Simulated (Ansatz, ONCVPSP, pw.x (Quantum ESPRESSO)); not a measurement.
## What a changed setting does to a pw.x run (fcc Al)

Potential: optimised norm-conserving Vanderbilt (ONCV), ONCVPSP 4.0.1.1 (patched build), LDA (Perdew-Wang 92); core [Ne], reference 3s2 3p1; waves: 3s: rc 1.90 bohr, ncon 4, nbas 9, qcut 3.9 1/bohr, 2 projectors, debl 2 Ha; 3p: rc 2.20 bohr, ncon 3, nbas 6, qcut 3.6 1/bohr, 1 projector; d scattering state at 0.1 Ha: rc 2.25 bohr, ncon 4, nbas 7, qcut 4.9 1/bohr, 3 projectors, debl 0.3 Ha; local part: polynomial inside 1.90 bohr (lpopt 5, dvloc0 0 Ha); core correction: Teter function, fcfact 4.25, rcfact 1.5.

The reference run (k-mesh 14³, cutoffs 50/200 Ry, Fermi–Dirac 0.01 Ry, mixing_beta 0.4, conv_thr 1e-9, no spin) gives -0.01 GPa at 15.842 Å³/atom, where all-electron LAPW gives -0.23 GPa. This run, with its own iteration cap, changes nspin = 2 with starting_magnetization to 0.2.

```
&control
  calculation='scf', prefix='x', pseudo_dir='./', outdir='./tmp', tstress=.true., disk_io='none'
/
&system
  ibrav=0, nat=1, ntyp=1, ecutwfc=50, ecutrho=200, nbnd=8,
  occupations='smearing', smearing='fd', degauss=0.01, nspin=2, starting_magnetization(1)=0.2
/
&electrons
  conv_thr=1e-09, mixing_beta=0.4, electron_maxstep=60
/
ATOMIC_SPECIES
Al 1.0 Al.UPF
CELL_PARAMETERS angstrom
  0.00000000 1.99339488 1.99339488
  1.99339488 0.00000000 1.99339488
  1.99339488 1.99339488 0.00000000
ATOMIC_POSITIONS crystal
Al 0.0000 0.0000 0.0000
K_POINTS automatic
14 14 14 0 0 0
```

```bash
pw.x < Al.scf.in > Al.scf.out
```

Q: How does the run end?

A: It converges in 6 iterations; the free energy moves by +0.0 meV/atom and the pressure by +0.00 GPa. The result is that of the reference run.

```
Message from routine setup:
     using ibrav=0 with symmetry is DISCOURAGED, use correct ibrav instead
     lattice parameter (alat)  =       5.3273  a.u.
     unit-cell volume          =     106.9071 (a.u.)^3
     number of electrons       =         3.00
     number of Kohn-Sham states=            8
     kinetic-energy cutoff     =      50.0000  Ry
     charge density cutoff     =     200.0000  Ry
     scf convergence threshold =      1.0E-09
     Exchange-correlation= SLA  PW   NOGX NOGC
     atomic species   magnetization
     number of k points=   104  Fermi-Dirac smearing, width (Ry)=  0.0100
     iteration #  1     ecut=    50.00 Ry     beta= 0.40
     total energy              =      -4.83175371 Ry
     estimated scf accuracy    <       0.00654127 Ry
     total magnetization       =     0.15 Bohr mag/cell
     absolute magnetization    =     0.15 Bohr mag/cell
     iteration #  2     ecut=    50.00 Ry     beta= 0.40
     total energy              =      -4.83320250 Ry
     estimated scf accuracy    <       0.00224400 Ry
     total magnetization       =     0.11 Bohr mag/cell
     absolute magnetization    =     0.11 Bohr mag/cell
     iteration #  3     ecut=    50.00 Ry     beta= 0.40
     total energy              =      -4.83389466 Ry
     estimated scf accuracy    <       0.00002843 Ry
     total magnetization       =     0.03 Bohr mag/cell
     absolute magnetization    =     0.03 Bohr mag/cell
     iteration #  4     ecut=    50.00 Ry     beta= 0.40
     c_bands:  1 eigenvalues not converged
     total energy              =      -4.83396959 Ry
     estimated scf accuracy    <       0.00000045 Ry
     total magnetization       =     0.00 Bohr mag/cell
     absolute magnetization    =     0.00 Bohr mag/cell
     iteration #  5     ecut=    50.00 Ry     beta= 0.40
     total energy              =      -4.83396991 Ry
     estimated scf accuracy    <       0.00000007 Ry
     total magnetization       =     0.00 Bohr mag/cell
     absolute magnetization    =     0.00 Bohr mag/cell
     iteration #  6     ecut=    50.00 Ry     beta= 0.40
     the Fermi energy is     8.1571 ev
!    total energy              =      -4.83396998 Ry
     estimated scf accuracy    <          2.5E-10 Ry
     smearing contrib. (-TS)   =      -0.00201191 Ry
     The total energy is F=E-TS. E is the sum of the following terms:
     one-electron contribution =       3.03438383 Ry
     hartree contribution      =       0.00793096 Ry
     xc contribution           =      -2.39722435 Ry
     ewald contribution        =      -5.47704851 Ry
     total magnetization       =    -0.00 Bohr mag/cell
     absolute magnetization    =     0.00 Bohr mag/cell
     convergence has been achieved in   6 iterations
          total   stress  (Ry/bohr**3)                   (kbar)     P=       -0.09
     Message from routine punch:
     Nothing written, as per user request (disk_io='none')
```

The run took about 19 s on one core of a shared host (Neoverse-N1, 64 threads, 124 GiB, load 59).
